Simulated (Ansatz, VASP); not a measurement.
# SiC in VASP and in Ansatz

The input POSCAR:

```
SiC
1.0
    0.0000000000      2.2325986101      2.2870522348
    2.2325986101      0.0000000000      2.2870522348
    2.2325986101      2.2325986101      0.0000000000
Si C
1 1
Direct
    0.0000000000      0.0000000000      0.0000000000
    0.7500000000      0.7500000000      0.7500000000
```

File INCAR.step1:

```
SYSTEM = SiC
PREC = Accurate ; ENCUT = 520
ISMEAR = 0 ; SIGMA = 0.05
LREAL = .False. ; LASPH = .True.
NELM = 100 ; NBANDS = 11
GGA = PE ; ALGO = Normal
EDIFF = 1E-4 ; LWAVE = .True.
LCHARG = .False.
```

File INCAR.step2:

```
SYSTEM = SiC
PREC = Accurate ; ENCUT = 520
EDIFF = 1E-7 ; ISMEAR = 0
SIGMA = 0.05 ; LREAL = .False.
LASPH = .True. ; NELM = 100
ALGO = Normal ; ISIF = 2
LWAVE = .False. ; LCHARG = .False.
METAGGA = R2SCAN ; LMIXTAU = .True.
NBANDS = 11 ; ISTART = 1
```

Contents of KPOINTS:

```
Automatic mesh
0
Gamma
  10 10 10
  0 0 0
```

Input for Ansatz:

```yaml
crystal:
  lattice:
    - [0.0, 2.2325986101, 2.2870522348]
    - [2.2325986101, 0.0, 2.2870522348]
    - [2.2325986101, 2.2325986101, 0.0]
  atoms:
    - { symbol: Si, position: [0.0, 0.0, 0.0] }
    - { symbol: C, position: [0.75, 0.75, 0.75] }
basis:
  ecutwfc: 500
kpoints:
  mp_grid: { grid: [10, 10, 10] }
hamiltonian:
  xc: r2scan
scf:
  occupations: { method: gaussian, width: 0.05 }
output:
  forces: true
  stress: true
  eigenvalues: true
```

Change from the starting cell: strain +0.025 along x and y, +0.050 along z, atoms carried along.

Alike in both runs: task single point; functional r2SCAN; k mesh 10 × 10 × 10; occupations gaussian, width 0.05 eV; no spin polarisation.

|  | VASP | Ansatz |
| --- | --- | --- |
| version | VASP 6.6.1 | Ansatz 0.2.0 |
| potentials or method | VASP PAW PBE potentials, release 64 (Si, C) | scalar-relativistic, plane waves, PAW |
| plane-wave cutoff (eV) | 520 | 500 |
| valence electrons in the cell | 8 | 8 |

|  | VASP | Ansatz | Ansatz less VASP |
| --- | --- | --- | --- |
| gap on the k mesh at the Fermi level (eV) | 1.65 | 1.64 | -0.009 |
| least direct gap on the mesh (eV) | 4.90 | 4.89 | -0.011 |
| pressure (GPa) | -18.5 | -18.4 | +0.11 |
| largest component of the traceless stress (GPa) | 4.53 | 4.52 | -0.014 |

Caveats: so large a pressure means that the cell lies far from this level's equilibrium, or that cutoff or potentials fall short (VASP); the potentials were made for another functional, which shifts forces and pressure (VASP). A k mesh can miss the band edges.
